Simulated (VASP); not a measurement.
# Vibrations of WS2 (Tungstenite) at several levels of theory, part 3 of 3

Aim: the vibrations of WS2 (Tungstenite) at the zone centre, at several levels of theory. The starting structure is a measured crystal structure from the Crystallography Open Database.

VASP 6.6.1.

Results so far: LDA A1 (2) 439.8 cm⁻¹; LDA at the measured cell A1 (2) 435.0 cm⁻¹.

## 4. Modes with PBEsol (continued)

Level of this step: PBEsol; plane waves and PAW (W, S) (VASP).

From OUTCAR (step 4):

```text
  Total       -0.0010552     -0.0010552     -0.0000123      0.0000000     -0.0000000     -0.0000000
  in kB       -0.0310845     -0.0310845     -0.0003638      0.0000000     -0.0000000     -0.0000000
  external PRESSURE =      -0.0208442 kB  Pullay stress =       0.0000000 kB

 POSITION                                       TOTAL-FORCE (eV/Angst)
 -----------------------------------------------------------------------------------
      0.00000      0.00000     19.05255         0.000000     -0.000000     -0.000287
      0.00000      0.00000     11.13008         0.000000      0.000000      0.000860
      0.00000      0.00000     14.26439         0.000000     -0.000000     -0.000573
 -----------------------------------------------------------------------------------
    total drift:                                0.000000      0.000000     -0.000080

 MACROSCOPIC STATIC DIELECTRIC TENSOR (including local field effects in DFT)
 ------------------------------------------------------
          13.283514     0.000000     0.000000
           0.000000    13.283514     0.000000
           0.000000     0.000000     5.576803
 ------------------------------------------------------

 MACROSCOPIC STATIC DIELECTRIC TENSOR IONIC CONTRIBUTION
 ------------------------------------------------------
           0.064650    -0.000000    -0.000000
          -0.000000     0.064650     0.000000
          -0.000000     0.000000     0.017518
 ------------------------------------------------------

[... 1 part as in an earlier step ...]

[... 1 further part left out ...]
```

With PBEsol the modes are A1 (2) 438.3, A1 (1) 421.4, E (2) 357.3, E (1) 298.5 cm⁻¹; the largest shift is -6.4 cm⁻¹, in A1 (1), from LDA.

## 5. Modes with PBE (not reached)

PBE, the usual starting point, adds the gradient of the density. This run starts from the cell of an earlier relaxation, which isn't shown and was stopped at its time limit. The run named in the heading was never made; what follows is the relaxation that should come before it.

The input, INCAR:

```
SYSTEM = WS2
PREC = Accurate
ENCUT = 450
EDIFF = 1E-07
NELM = 100
ISMEAR = 0
SIGMA = 0.03
LREAL = .FALSE.
ALGO = Normal
GGA = PE
NBANDS = 15
LASPH = .TRUE.
LORBIT = 11
LWAVE = .FALSE.
LCHARG = .FALSE.
KPAR = 4
IBRION = 2
NSW = 50
ISIF = 3
EDIFFG = -0.002
```

The input, POSCAR:

```
WS2
1.0
    1.5902107604      0.9181086107      7.0895500739
   -1.5902107604      0.9181086107      7.0895500739
    0.0000000000     -1.8362172212      7.0895500739
W S
1 2
Direct
    0.9992964435      0.9992964435      0.9992964435
    0.5919541428      0.5919541428      0.5919541428
    0.7400494137      0.7400494137      0.7400494137
```

The input, KPOINTS:

```
Automatic mesh
0
Gamma
12 12 12
0 0 0
```

Potentials, in the order of the species: W and S (PBE family, release 64).

Run with:

```
mpirun -np 4 vasp_std
```

Log:

```text
[banner, memory and clock lines left out]
running    4 mpi-ranks, on    1 nodes
[...]
LDA part: xc-table for (Slater+PW92), standard interpolation
 POSCAR, INCAR and KPOINTS ok, starting setup
[...]
entering main loop
       N       E                     dE             d eps       ncg     rms          rms(c)
DAV:   1     0.754646920354E+02    0.75465E+02   -0.72555E+03  5758   0.915E+02
DAV:   2    -0.196437699274E+02   -0.95108E+02   -0.89548E+02  7499   0.212E+02
DAV:   3    -0.251218592920E+02   -0.54781E+01   -0.54299E+01  7554   0.517E+01
DAV:   4    -0.251994163102E+02   -0.77557E-01   -0.77521E-01  7094   0.682E+00
[...]
DAV:  14    -0.237268026165E+02   -0.67578E-06   -0.19050E-06  7175   0.949E-03    0.771E-03
DAV:  15    -0.237268029813E+02   -0.36484E-06   -0.39371E-07  7063   0.493E-03    0.140E-03
DAV:  16    -0.237268030060E+02   -0.24696E-07   -0.30224E-08  6020   0.130E-03
   1 F= -.23726803E+02 E0= -.23726803E+02  d E =-.237268E+02
[... from here on, the cycles between the ionic steps are left out ...]
   2 F= -.23725957E+02 E0= -.23725957E+02  d E =0.845647E-03
   3 F= -.23727164E+02 E0= -.23727164E+02  d E =-.360859E-03
   4 F= -.23727233E+02 E0= -.23727233E+02  d E =-.690850E-04
   5 F= -.23727235E+02 E0= -.23727235E+02  d E =-.712623E-04
   6 F= -.23727246E+02 E0= -.23727246E+02  d E =-.109369E-04
   7 F= -.23727248E+02 E0= -.23727248E+02  d E =-.128853E-04
   8 F= -.23727253E+02 E0= -.23727253E+02  d E =-.463719E-05
   9 F= -.23727267E+02 E0= -.23727267E+02  d E =-.187245E-04
  10 F= -.23727293E+02 E0= -.23727293E+02  d E =-.454722E-04
  11 F= -.23727341E+02 E0= -.23727341E+02  d E =-.930317E-04
  12 F= -.23727414E+02 E0= -.23727414E+02  d E =-.165575E-03
  13 F= -.23727466E+02 E0= -.23727466E+02  d E =-.218325E-03
  14 F= -.23727472E+02 E0= -.23727472E+02  d E =-.562475E-05
  15 F= -.23727488E+02 E0= -.23727488E+02  d E =-.217179E-04
  16 F= -.23727519E+02 E0= -.23727519E+02  d E =-.528541E-04
  17 F= -.23727577E+02 E0= -.23727577E+02  d E =-.110451E-03
[...]
hard stop encountered!  aborting job ...
[...]
|     The electronic self-consistency was not achieved in the given           |
[...]
soft stop encountered!  aborting job ...
  18 F= -.23727788E+02 E0= -.23727788E+02  d E =-.854640E-19
 deleting file STOPCAR
```

The job ended after 25 min (4 MPI ranks of Intel Xeon 6975P-C (Granite Rapids), shared host; peak memory 2.1 GiB).

Logs of long relaxations may skip ionic steps without a mark.

The run was stopped at its time limit, after 18 ionic steps.

## 6. The runs compared

| run | ended | A1 (2) | A1 (1) | E (2) | E (1) | core minutes |
| --- | --- | --- | --- | --- | --- | --- |
| LDA | converged | 439.8 | 427.8 | 360.4 | 303.1 | 136.0 |
| LDA at the measured cell | converged | 435.0 | 423.3 | 356.3 | 299.2 | 135.0 |
| PBEsol | converged | 438.3 | 421.4 | 357.3 | 298.5 | 103.0 |
| PBE | cut off by time | - | - | - | - | 100.0 |

Modes are in cm⁻¹, degenerate ones as one, matched between runs by symmetry and order. A number in brackets counts the listed modes of one symmetry from the lowest. The symmetry labels come from an automatic analysis and can be wrong where levels nearly coincide. Core minutes are wall time times ranks of the run shown, on a shared host.

## 7. Summary of results

```yaml
a1_2_lda: 439.8 cm⁻¹
e_1_lda: 303.1 cm⁻¹
a1_2_lda_at_the_measured_cell: 435.0 cm⁻¹
e_1_lda_at_the_measured_cell: 299.2 cm⁻¹
a1_2_pbesol: 438.3 cm⁻¹
e_1_pbesol: 298.5 cm⁻¹
```

Among the runs matched mode by mode, on the cells relaxed at each level, the A1 (2) mode of WS2 (Tungstenite), the highest of the listed ones in the run with LDA, lies between 438 cm⁻¹ (PBEsol) and 440 cm⁻¹ (LDA). Among the runs matched mode by mode, on the cells relaxed at each level, the E (1) mode of WS2 (Tungstenite), the lowest of the listed ones in the run with LDA, lies between 299 cm⁻¹ (PBEsol) and 303 cm⁻¹ (LDA). Taking the measured cell, +3.8 % in volume, instead of the one relaxed with LDA moves A1 (2) by -4.8 cm⁻¹. The dielectric constants and Born charges in the logs aren't compared here; at a small gap they can be far off, and in a run without a gap they mean nothing. The bonds form layers, and these levels lack the dispersion that acts between them, which bears on the cells and on modes in which layers move against each other. Spin-orbit coupling is left out, which can matter with elements this heavy. The frequencies are harmonic, and the splitting of polar modes by their long-range field is left out. No result to use came from PBE. Further runs on this material are not shown.

[Lines on the potential files, build, host, timing and source positions are cut from VASP's logs without a mark.]

[Logs are printed without paths, hosts, clocks, repeated set-up lines and the standing remarks that a program may print on its own settings, such as how far it seeks lower states.]

[Hosts, paths, dates, database ids (printed as entryN), source tags and the programs' standing remarks are cut or masked in the printed files.]
